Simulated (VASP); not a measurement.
A run of VASP 6.6.1 is set up as follows.

INCAR

```
PREC = Accurate
ENCUT = 520
EDIFF = 1E-8
ISMEAR = 0
SIGMA = 0.03
LREAL = False
LASPH = True
NELM = 80
ALGO = Normal
ISIF = 2
LWAVE = False
LCHARG = False
GGA = PE
LEPSILON = True
KPAR = 2
```

The input KPOINTS:

```
Automatic mesh
0
Gamma
  15 15 4
```

Contents of POSCAR:

```
SiC                                     
1.0
    3.0789830401      0.0000000000      0.0000000000
   -1.5394915200      2.6664775305      0.0000000000
    0.0000000000      0.0000000000     10.0795947977
  Si              C             
     4     4
Direct
     0.6666666699999979    0.3333333300000021    0.9378313346205758
     0.3333333300000021    0.6666666699999979    0.4378313346205758
     0.0000000000000000    0.0000000000000000    0.6878993575391306
     0.0000000000000000    0.0000000000000000    0.1878993575391306
     0.6666666699999979    0.3333333300000021    0.7498119035729829
     0.3333333300000021    0.6666666699999979    0.2498119035729829
     0.0000000000000000    0.0000000000000000    0.5004564042673110
     0.0000000000000000    0.0000000000000000    0.0004564042673110
```

Potentials or basis: VASP PAW PBE potentials, release 64 (Si, C).

Command:

```console
$ cat potpaw_PBE.64/Si/POTCAR potpaw_PBE.64/C/POTCAR > POTCAR
$ mpirun -np 2 vasp_std > vasp.out
```

Question: Predict the electronic dielectric tensor (diagonal).

Answer: 6.99, 6.99, 7.29.

Question: Predict the Born charges (mean of the diagonal).

Answer: Si +2.66, +2.76; C -2.71, -2.70 e.

Question: Predict the band gap on the k mesh.

Answer: 2.27 eV, indirect (least direct gap 3.38 eV).

Born effective charge tensors (e):
atom 1, Si
```
2.67 0.00 0.00
0.00 2.67 0.00
0.00 0.00 2.63
```
atom 2, Si
```
2.67 0.00 0.00
0.00 2.67 0.00
0.00 0.00 2.63
```
atom 3, Si
```
2.68 0.00 0.00
0.00 2.68 0.00
0.00 0.00 2.91
```
atom 4, Si
```
2.68 0.00 0.00
0.00 2.68 0.00
0.00 0.00 2.91
```
atom 5, C
```
-2.70  0.00  0.00
 0.00 -2.70  0.00
 0.00  0.00 -2.73
```
atom 6, C
```
-2.70  0.00  0.00
 0.00 -2.70  0.00
 0.00  0.00 -2.73
```
atom 7, C
```
-2.65  0.00  0.00
 0.00 -2.65  0.00
 0.00  0.00 -2.81
```
atom 8, C
```
-2.65  0.00  0.00
 0.00 -2.65  0.00
 0.00  0.00 -2.81
```

Caveat: an odd mesh through Γ misses points on the zone boundary, where band edges often lie.
